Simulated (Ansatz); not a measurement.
# HgTe (Fm-3m) in Ansatz: notebook, part 2 of 2

Ansatz 0.2.0. The steps go on from the part before.

## 4. Phonons, PBE

Contents of input.yaml:

```yaml
crystal:
  lattice:
    - [0.0, 3.18, 3.18]
    - [3.18, 0.0, 3.18]
    - [3.18, 3.18, 0.0]
  atoms:
    - { symbol: Hg, position: [0.0, 0.0, 0.0] }
    - { symbol: Te, position: [0.5, 0.5, 0.5] }
hamiltonian:
  xc: pbe
  pseudopotentials: { kind: paw }
kpoints:
  mp_grid: { grid: [5, 5, 5] }
scf:
  occupations: { method: fermi_dirac, width: 0.05 }
phonons:
  method: dfpt
```

Potentials or basis: Ansatz PAW.

The run is started by

```
$ ansatz run input.yaml --threads 2 --pin off --max-ram 5632MiB --backend cpu --events-out ev --progress --plain --runs-dir out
```

Output:

```text
Warning: RAYON_NUM_THREADS=2 ignored (pool sized by the plan → 2); use --threads N
Engine: ansatz 0.2.0, x86_64-unknown-linux-gnu
Pseudopotentials: kind: paw
Pseudopotential: Hg, paw, valence charge 20, recommended cutoff 420 eV (normal), Hg.paw.azcp
Pseudopotential: Te, paw, valence charge 16, recommended cutoff 420 eV (normal), Te.paw.azcp
Functional definition: PBE
  parameter kappa = 0.804
  parameter beta = 0.06672455060314922
  exchange = pbe_x(kappa = kappa, mu = beta*pi^2/3)
  correlation = pbe_c(beta = beta)
Crystal: 2 atoms, lattice volume = 64.315 Å³
Basis set: ecut = 420 eV, 1243 PW (Γ), exchange–correlation on 64×64×64 points (8 copies of the dense FFT grid, shifted against one another)
Bands: 22, of which v1, the nominal top of the filled ones, is band 18 counted from 1 (17 counted from 0)
Symmetry: 48 space group operations
k-points: 18 of 125 (irreducible under 8 space group operations, time reversal used)
Non-local potential: Hg, projectors of the file, l = 0: 3, l = 1: 2, l = 2: 2, l = 3: 1
Non-local potential: Te, projectors of the file, l = 0: 2, l = 1: 2, l = 2: 2, l = 3: 2
PAW form: soft (Blöchl's): semilocal exchange-correlation on the pseudo side does not see the compensation charge
PAW one-centre angular grid: Hg, 590 points (default); XC on 64 Gauss nodes
PAW one-centre angular grid: Te, 590 points (default); XC on 64 Gauss nodes
Initial density: superposition of atomic densities (neutral atoms: chi_scale 0, normalization atom), corrected by the library's trained network
Initial wavefunctions: pseudopotential atomic-orbital guess
Functional: x = pbe(κ = 0.804, μ = 0.2195149727645171), c = pbe(β = 0.06672455060314922)
SCF iter   1: F=—  HF=-20793.389703 eV  |F-HF|=—  |Δ(HF+E_count)|=         —  Δρ=6.75e-4  dr2=2.79e-4  ethr=1.77e-3  ⟨swp⟩=6.1  Hψ=1852  notcnv=0
preconditioner: auto → LDOS  [insulator: Δε(μ)=0.402 eV  Ē_g=9.876 eV  σ=0.050 eV  W_gap=0.52  n_scr=14 (ndim 8)  ℏωp=19.6 eV  f_vac=0.047  D(μ)=1.67/eV (n_scr^D=14)  ε∞_Penn≈5.0  β→1.0]
SCF iter   2: F=—  HF=-20793.390045 eV  |F-HF|=—  |Δ(HF+E_count)|=   3.42e-4  Δρ=3.53e-4  dr2=4.85e-5  ethr=7.76e-7  ⟨swp⟩=3.0  Hψ=1000  notcnv=0
SCF iter   3: F=—  HF=-20793.390034 eV  |F-HF|=—  |Δ(HF+E_count)|=   1.12e-5  Δρ=6.98e-5  dr2=5.26e-6  ethr=1.35e-7  ⟨swp⟩=2.0  Hψ=724  notcnv=0
SCF iter   4: F=—  HF=-20793.390057 eV  |F-HF|=—  |Δ(HF+E_count)|=   2.29e-5  Δρ=1.75e-5  dr2=1.40e-7  ethr=1.46e-8  ⟨swp⟩=2.2  Hψ=586  notcnv=0
SCF iter   5: F=—  HF=-20793.390055 eV  |F-HF|=—  |Δ(HF+E_count)|=   1.57e-6  Δρ=5.14e-6  dr2=2.18e-8  ethr=3.89e-10  ⟨swp⟩=2.0  Hψ=651  notcnv=0
SCF iter   6: F=—  HF=-20793.390055 eV  |F-HF|=—  |Δ(HF+E_count)|=   5.10e-9  Δρ=8.31e-7  dr2=3.12e-10  ethr=6.05e-11  ⟨swp⟩=2.0  Hψ=651  notcnv=0
SCF iter   7: F=-20793.390055 eV  HF=-20793.390055 eV  |F-HF|=1.46e-11  |Δ(HF+E_count)|=  2.69e-10  Δρ=1.06e-7  dr2=5.89e-12  ethr=1.00e-12  ⟨swp⟩=5.1  Hψ=2042  notcnv=0
SCF 1 converged in 7 iterations: F = -20793.390055 eV  dr2 = 5.89e-12
DFPT response loops at Γ: preconditioner auto → Kerker (q_TF=auto, 2.477 Å⁻¹) (partly filled bands, converged f_vac=0.046); β = 1.00, the filter's whole step (`scf.mixing.beta` (0.50) is not read by the response loops under this deck's `scf.mixing.preconditioner`; to damp them name `kerker` or `kerker_dos`, under which they read `scf.mixing.beta`, and type it under 1.00, their step now; both keys bind the ground state too); Broyden in place of MSR1
SCF converged after 7 iterations
Free energy (F): -20793.390055 eV
Harris-Foulkes:  -20793.390055 eV  (|F-HF|=1.46e-11)
Internal energy: -20793.377703 eV  (E = F + TS)
E sigma→0 (E₀):  -20793.383879 eV
Entropy (-TS):   -0.012352 eV (-6.176 meV/atom)
Fermi energy:    9.098678 eV
--- Per-component energies (eV) ---
  E_band       = -741.607163
  E_kinetic    = 781.056005
  E_local      = -4286.000011  (includes V_loc(G=0)·N_el)
  E_nonlocal   = -237.475578
  E_hartree    = 2093.102155
  E_xc         = -342.962895
  E_vxc        = -364.038836  (∫ρ·V_xc dr)
  E_paw        = -14606.750179  (= ΣΔE_a)
  E_vpaw       = -821.353808  (= ΣTr[D̂ρ^β])
  E_aug_tail   = 0.000743  (compensation charges beyond the density's cutoff)
  E_ewald      = -4194.347942
  E_smearing   = -0.012352  (= −TS)
  E_closure    = 0.000000  (closes the sum)
  Σ components = -20793.390055   (vs F -20793.390055, Δ=0.00e0)
--- Band table (eV; the first three rows and the last of 18) ---
  k-point 0: bands = ["-105.3133", "-53.7633", "-53.7633", "-53.7633", "-27.4021", "-27.4021", "-27.4021", "-27.4008", "-27.4008", "-2.2283", "2.7343", "2.7343", "2.7825", "2.7825", "2.7825", "7.6441", "8.4762", "8.4762", "8.4762", "16.4766", "16.4766", "16.4766"]
  k-point 1: bands = ["-105.3133", "-53.7634", "-53.7633", "-53.7633", "-27.4020", "-27.4020", "-27.4020", "-27.4007", "-27.4007", "-1.9733", "2.6508", "2.6508", "2.7515", "2.8195", "2.8195", "5.7332", "8.6931", "8.6931", "10.2600", "14.1592", "14.8405", "14.8405"]
  k-point 2: bands = ["-105.3133", "-53.7635", "-53.7634", "-53.7634", "-27.4019", "-27.4018", "-27.4018", "-27.4005", "-27.4005", "-1.4563", "2.5174", "2.5174", "2.5952", "2.8871", "2.8871", "4.2503", "9.1028", "9.1028", "11.5025", "12.4692", "13.3696", "13.3696"]
  k-point 17: bands = ["-105.3133", "-53.7634", "-53.7634", "-53.7634", "-27.4019", "-27.4016", "-27.4012", "-27.4008", "-27.4004", "-1.3764", "2.6024", "2.7524", "2.7830", "2.9289", "3.0623", "4.8995", "6.7322", "7.1095", "10.2279", "13.7054", "15.1596", "16.0811"]
--- Phonons (Γ-DFPT): 2 representative perturbations + reference, on 18 of 125 k-points (Σ response iterations 6) ---
  k mesh reduced under 8 symmetry operations, with k and −k counted as one. Each operation leaves every solved perturbation unchanged. A smaller set is not used because it would not reduce the number of displacements times k-points to solve
  ASR residual: 1.080e-4 → 0.000e0 eV/Å²; symmetrization residual: 2.899e-6 eV/Å²
  ASR residual per site (eV/Å²): 1.08e-4 4.79e-5
  Γ frequencies (cm⁻¹): 0.00 0.00 0.00 45.83 45.83 45.83
  non-analytic LO–TO correction: not included (Born effective charges unavailable; polar crystals: no LO–TO splitting at Γ)
```

second_order_force_constants.tsv:

```text
# format = ansatz-second-order-force-constants/2
# a1_ang = 0e0 3.18e0 3.18e0
# a2_ang = 3.18e0 0e0 3.18e0
[... 69 lines left out ...]
0	1	0	0	0	1	-6.023483535738496e-1	2.2186712959340966e-31	-3.369093449381404e-31	2.2186712959340966e-31	-6.023483535738496e-1	-6.573840876841765e-32	-3.369093449381405e-31	-6.573840876841765e-32	-6.023483535738496e-1
1	0	0	0	0	0	-6.023483535738496e-1	2.2186712959340966e-31	-3.369093449381405e-31	2.2186712959340966e-31	-6.023483535738496e-1	-6.573840876841765e-32	-3.369093449381404e-31	-6.573840876841765e-32	-6.023483535738496e-1
1	1	0	0	0	1	6.023483535738496e-1	-2.2186712959340966e-31	3.369093449381405e-31	-2.2186712959340966e-31	6.023483535738496e-1	6.573840876841765e-32	3.369093449381404e-31	6.573840876841765e-32	6.023483535738496e-1
```

Wall time 7.9 s (2 threads of Intel Xeon Platinum 8259CL at 2.50GHz (Skylake/Cascade Lake), shared host); peak memory 0.59 GiB.

Results:

```yaml
Free_energy: -20793.3901 eV
Band_gap_on_the_k_mesh: none (metal or under the smearing width)
Highest_phonon_frequency_at_Γ: 46 cm⁻¹
```

Levels at points of the mesh, in eV from the Fermi level:
```tsv
k point	band 14	band 15	band 16	band 17	band 18	band 19	band 20	band 21	band 22
(0.00, 0.00, 0.00)	-6.32	-6.32	-1.45	-0.62	-0.62	-0.62	7.38	7.38	7.38
```

Phonon frequencies in cm⁻¹ (negative: imaginary):
```tsv
q point	frequencies
(0.000, 0.000, 0.000)	0 0 0 46 46 46
```

## 5. Elastic constants, PBE

input.yaml: that of step 4 with these lines changed.

```diff
@@ -15,3 +15,7 @@
   occupations: { method: fermi_dirac, width: 0.05 }
-phonons:
-  method: dfpt
+output:
+  forces: true
+  stress: true
+elastic:
+  mode: relaxed_ion
+  stencil: two_point
```

Potentials or basis: Ansatz PAW.

The run is started by

```
$ ansatz run input.yaml --threads 2 --pin off --max-ram 5632MiB --backend cpu --events-out ev --progress --plain --runs-dir out
```

Output:

```text
Warning: RAYON_NUM_THREADS=2 ignored (pool sized by the plan → 2); use --threads N
Engine: ansatz 0.2.0, x86_64-unknown-linux-gnu
Pseudopotentials: kind: paw
Pseudopotential: Hg, paw, valence charge 20, recommended cutoff 420 eV (normal), Hg.paw.azcp
Pseudopotential: Te, paw, valence charge 16, recommended cutoff 420 eV (normal), Te.paw.azcp
Functional definition: PBE
  parameter kappa = 0.804
  parameter beta = 0.06672455060314922
  exchange = pbe_x(kappa = kappa, mu = beta*pi^2/3)
  correlation = pbe_c(beta = beta)
Crystal: 2 atoms, lattice volume = 64.315 Å³
Basis set: ecut = 420 eV, 1243 PW (Γ), exchange–correlation on 64×64×64 points (8 copies of the dense FFT grid, shifted against one another)
Bands: 22, of which v1, the nominal top of the filled ones, is band 18 counted from 1 (17 counted from 0)
Symmetry: 48 space group operations
Space group: Fm-3m (ITA 225), of the structure as read, at distance tolerance 4.0e-5 Å
k-points: 10 of 125
Non-local potential: Hg, projectors of the file, l = 0: 3, l = 1: 2, l = 2: 2, l = 3: 1
Non-local potential: Te, projectors of the file, l = 0: 2, l = 1: 2, l = 2: 2, l = 3: 2
PAW form: soft (Blöchl's): semilocal exchange-correlation on the pseudo side does not see the compensation charge
PAW one-centre angular grid: Hg, 590 points (default); XC on 64 Gauss nodes
PAW one-centre angular grid: Te, 590 points (default); XC on 64 Gauss nodes
Initial density: superposition of atomic densities (neutral atoms: chi_scale 0, normalization atom), corrected by the library's trained network
Initial wavefunctions: pseudopotential atomic-orbital guess
Functional: x = pbe(κ = 0.804, μ = 0.2195149727645171), c = pbe(β = 0.06672455060314922)
SCF iter   1: F=—  HF=-20793.389725 eV  |F-HF|=—  |Δ(HF+E_count)|=         —  Δρ=6.73e-4  dr2=2.76e-4  ethr=1.77e-3  ⟨swp⟩=6.0  Hψ=1027  notcnv=0
preconditioner: auto → LDOS  [insulator: Δε(μ)=0.402 eV  Ē_g=9.876 eV  σ=0.050 eV  W_gap=0.52  n_scr=14 (ndim 8)  ℏωp=19.6 eV  f_vac=0.047  D(μ)=1.67/eV (n_scr^D=14)  ε∞_Penn≈5.0  β→1.0]
SCF iter   2: F=—  HF=-20793.390060 eV  |F-HF|=—  |Δ(HF+E_count)|=   3.35e-4  Δρ=3.48e-4  dr2=4.70e-5  ethr=7.68e-7  ⟨swp⟩=3.0  Hψ=555  notcnv=0
[... 72 lines left out ...]
  E_ewald      = -4194.347942
  E_smearing   = -0.012352  (= −TS)
  E_closure    = -0.000000  (closes the sum)
  Σ components = -20793.390055   (vs F -20793.390055, Δ=0.00e0)
--- Forces (eV/Å), atoms counted from 1 ---
  atom   1  Hg    -0.00000000     0.00000000    -0.00000000
  atom   2  Te     0.00000000    -0.00000000     0.00000000
  max |Σ_I F_I| component: 3.19e-29 eV/Å
--- Stress (GPa, compression-positive) ---
       -3.594105       0.000000      -0.000000
        0.000000      -3.594105       0.000000
       -0.000000      -0.000000      -3.594105
  P = ⅓ Tr σ = -3.5941 GPa (-35.941 kbar)
--- Band table (eV; the first three rows and the last of 10) ---
  k-point 0: bands = ["-105.3133", "-53.7633", "-53.7633", "-53.7633", "-27.4021", "-27.4021", "-27.4021", "-27.4008", "-27.4008", "-2.2283", "2.7343", "2.7343", "2.7825", "2.7825", "2.7825", "7.6441", "8.4762", "8.4762", "8.4762", "16.4766", "16.4766", "16.4766"]
  k-point 1: bands = ["-105.3133", "-53.7634", "-53.7633", "-53.7633", "-27.4020", "-27.4020", "-27.4020", "-27.4007", "-27.4007", "-1.9733", "2.6508", "2.6508", "2.7515", "2.8195", "2.8195", "5.7332", "8.6931", "8.6931", "10.2600", "14.1592", "14.8405", "14.8405"]
  k-point 2: bands = ["-105.3133", "-53.7635", "-53.7633", "-53.7633", "-27.4019", "-27.4018", "-27.4018", "-27.4005", "-27.4005", "-1.4563", "2.5174", "2.5174", "2.5952", "2.8871", "2.8871", "4.2503", "9.1028", "9.1028", "11.5025", "12.4692", "13.3696", "13.3696"]
  k-point 9: bands = ["-105.3133", "-53.7634", "-53.7634", "-53.7634", "-27.4019", "-27.4016", "-27.4012", "-27.4009", "-27.4004", "-1.3764", "2.6024", "2.7524", "2.7830", "2.9289", "3.0623", "4.8995", "6.7322", "7.1095", "10.2279", "13.7054", "15.1596", "16.0811"]
--- Elastic constants: 2 strain directions × 2 members + reference (group order 48) ---
  dense FFT box of the reference and of every strained cell: 32×32×32
  strains applied: 11, 23; error gains: componentwise 1.00 (the most a stress slope's error grows in a printed constant), spectral 1.73 (1 for all six strains in a standard setting)
  C = ∂σ_k/∂η_j (tension-positive GPa; Voigt order 11 22 33 23 13 12):
        29.916     23.424     23.424      0.000      0.000     -0.000
        23.424     29.916     23.424      0.000     -0.000      0.000
        23.424     23.424     29.916      0.000      0.000      0.000
        -0.000      0.000      0.000     11.184      0.000     -0.000
         0.000     -0.000      0.000     -0.000     11.184      0.000
        -0.000      0.000     -0.000      0.000     -0.000     11.184
  reference stress σ⁰ (GPa):      3.594      3.594      3.594      0.000      0.000     -0.000
  C* (energy form; C + prestress term) asymmetry max|C*_kj − C*_jk| = 1.776e-14 GPa — a small one proves nothing (zero by symmetry where the batch's group is 432, −43m or m−3m); a large one is finite-difference/SCF noise where every solve meets its electron count
  moduli (Voigt/Reuss/Hill, GPa): K = 25.59/25.59/25.59   G = 8.01/5.65/6.83   E = 18.82   ν = 0.377
  mechanically stable: yes (min eigenvalue of sym C = 6.49 GPa)
  strain η (Voigt 11):  stress-route row diagonal C_11 = 29.92 GPa, energy-path curvature d²(F+E_count+ΔE)/dδ²/Ω₀ = 29.68 GPa
         δ    σ_11 (GPa)             F (eV)   n_scf  n_hpsi   n_pw
    -2.000e-3       3.5327      -20793.3929144       8    7645   1271   relax 0 steps, max|allowed force component| 6.63e-29 eV/Å
     2.000e-3       3.6524      -20793.3871517       7    6948   1295   relax 0 steps, max|allowed force component| 9.86e-32 eV/Å
  strain η (Voigt 23):  stress-route row diagonal C_44 = 11.18 GPa, energy-path curvature d²(F+E_count+ΔE)/dδ²/Ω₀ = 9.39 GPa
         δ    σ_23 (GPa)             F (eV)   n_scf  n_hpsi   n_pw
    -2.000e-3      -0.0224      -20793.3900570       6    9543   1285   relax 0 steps, max|allowed force component| 9.56e-29 eV/Å
     2.000e-3       0.0224      -20793.3900570       6    9207   1285   relax 0 steps, max|allowed force component| 7.93e-29 eV/Å
```

Run time: 7.9 s. Hardware: 2 threads of Intel Xeon Platinum 8259CL at 2.50GHz (Skylake/Cascade Lake), shared host; peak memory 0.51 GiB.

What came out:

* Free energy: -20793.3901 eV
* Pressure: -3.6 GPa
* Band gap on the k mesh: none (metal or under the smearing width)
* Elastic constants C11, C12, C44: 30, 23, 11 GPa
* Voigt bulk modulus: 26 GPa

Elastic tensor in Voigt notation (GPa, in the Cartesian axes of the cell as first typed):
```
30 23 23  0  0  0
23 30 23  0  0  0
23 23 30  0  0  0
 0  0  0 11  0  0
 0  0  0  0 11  0
 0  0  0  0  0 11
```

Caveat: the cell is more than 3 GPa from zero pressure, which shifts response properties; elastic constants of metals need much finer meshes, so these are rough. Spin-orbit coupling is left out, which matters for the levels of Hg, Te.

## 6. The runs side by side

| task | level | atoms under strain | gap on the mesh (eV) | pressure (GPa) |
| --- | --- | --- | --- | --- |
| phonons | LDA | - | none | - |
| elastic constants | LDA | clamped | none | -7.7 |
| phonons | PBE | - | none | - |
| elastic constants | PBE | relaxed | none | -3.6 |

Alike in all rows: potentials or basis Ansatz PAW; no spin polarisation; cell as given; k mesh 5 × 5 × 5; cutoff (eV) 420; smearing fermi-dirac 0.05 eV.

Every run on the cell as given and a fine mesh finds a metal.

Caveats: the PAW data sets come from PBE, with cores solved anew for the run's functional, which leaves a small shift of forces and pressure (some runs); the cell is more than 3 GPa from zero pressure, which shifts response properties (some runs); the elastic tensor has a negative eigenvalue, so either the cell is unstable as it stands or the mesh is too thin (some runs); elastic constants of metals need much finer meshes, so these are rough (some runs).

Total energies depend on the potentials used, so only differences within one code and one set of settings carry meaning.
